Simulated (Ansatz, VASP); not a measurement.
# W: VASP beside Ansatz

File INCAR:

```
SYSTEM = W
PREC = Accurate
ENCUT = 520
EDIFF = 1E-8
ISMEAR = -1
SIGMA = 0.05
LREAL = .FALSE.
LASPH = .TRUE.
NELM = 60
ALGO = Normal
ISIF = 2
LWAVE = .FALSE.
LCHARG = .FALSE.
GGA = PE
LEFG = .TRUE.
NBANDS = 13
```

Contents of KPOINTS:

```
Automatic mesh
0
G
  14 14 14
  0 0 0
```

POSCAR

```
W
1.0
   -0.0406000000      2.0097000000      2.0097000000
    2.0097000000     -0.0406000000      2.0097000000
    2.0097000000      2.0097000000     -0.0406000000
W
1
Direct
    0.0000000000      0.0000000000      0.0000000000
```

Input for Ansatz:

```yaml
crystal:
  lattice:
    - [-0.0406, 2.0097, 2.0097]
    - [2.0097, -0.0406, 2.0097]
    - [2.0097, 2.0097, -0.0406]
  atoms:
    - { symbol: W, position: [0.0, 0.0, 0.0] }
kpoints:
  mp_grid: { grid: [14, 14, 14] }
scf:
  occupations: { method: fermi_dirac, width: 0.05 }
hamiltonian:
  xc: pbe
  pseudopotentials: { kind: paw }
output:
  forces: true
  stress: true
  eigenvalues: true
  efg: { contact_densities: true }
```

Change from the starting cell: equal xy, yz and zx shear strains of -2 %, PAW files.

Alike in both runs: task electric field gradients; functional PBE; k mesh 14 × 14 × 14; occupations fermi-dirac, width 0.05 eV; no spin polarisation.

|  | VASP | Ansatz |
| --- | --- | --- |
| version | VASP 6.6.1 | Ansatz 0.2.0 |
| potentials or method | VASP PAW PBE potentials, release 64 (W_sv) | PAW with Ansatz's default frozen-core files, scalar-relativistic |
| plane-wave cutoff (eV) | 520 | 420 |
| valence electrons in the cell | 14 | 14 |

```tsv
	VASP	Ansatz	Ansatz less VASP
pressure (GPa)	-3.9	-4.3	-0.42
largest component of the traceless stress (GPa)	2.84	2.81	-0.028
Vzz of the field gradient on the site that differs most (V/Å²)	-14.6	-19.3	-4.63
```

The functional is the same, so the differences come from potentials, cutoffs and numerics. Ansatz warned: «gradients_without_spin_orbit».

The runs have no spin-orbit coupling, so splittings on W are missing.
